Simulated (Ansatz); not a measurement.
Set up this calculation in Ansatz 0.2.0, as the native input.

```
Task                : single point
Functional          : PBE
Potentials or basis : all-electron LAPW, scalar-relativistic
Cutoff              : 275 eV (chosen from the basis error)
Basis error allowed : 0.001 eV/atom
k mesh              : 12 × 12 × 12
Occupations         : gaussian, width 0.02 eV
Spin                : no spin polarisation
```

The system is Os.

```
CELL_PARAMETERS angstrom
0.00000 1.94500 1.94500
1.94500 0.00000 1.94500
1.94500 1.94500 0.00000
ATOMIC_POSITIONS crystal
Os 0.00000 0.00000 0.00000
```

This isn't the form of Os at room conditions, which is hcp.

The input as run:

input.yaml

```yaml
crystal:
  lattice:
    - [0.0, 1.945, 1.945]
    - [1.945, 0.0, 1.945]
    - [1.945, 1.945, 0.0]
  atoms:
    - { symbol: Os, position: [0.0, 0.0, 0.0] }
kpoints:
  mp_grid: { grid: [12, 12, 12] }
scf:
  occupations: { method: gaussian, width: 0.02 }
hamiltonian:
  xc: pbe
  pseudopotentials: { kind: all_electron, lapw: { basis_error: 0.001 } }
output:
  forces: true
  stress: true
  eigenvalues: true
```

Potentials or basis: all-electron LAPW, scalar-relativistic.

Launch:

```sh
$ ansatz run input.yaml --threads 1 --pin off --max-ram 3072MiB --backend cpu --events-out ev --progress --plain --runs-dir out
```

Results of the run:

* Pressure: -10.0 GPa
* Band gap on the k mesh: none (metal or under the smearing width)

Wall time 7.8 s on 1 thread of Arm Neoverse V2, on a shared host, peak memory 0.28 GiB.
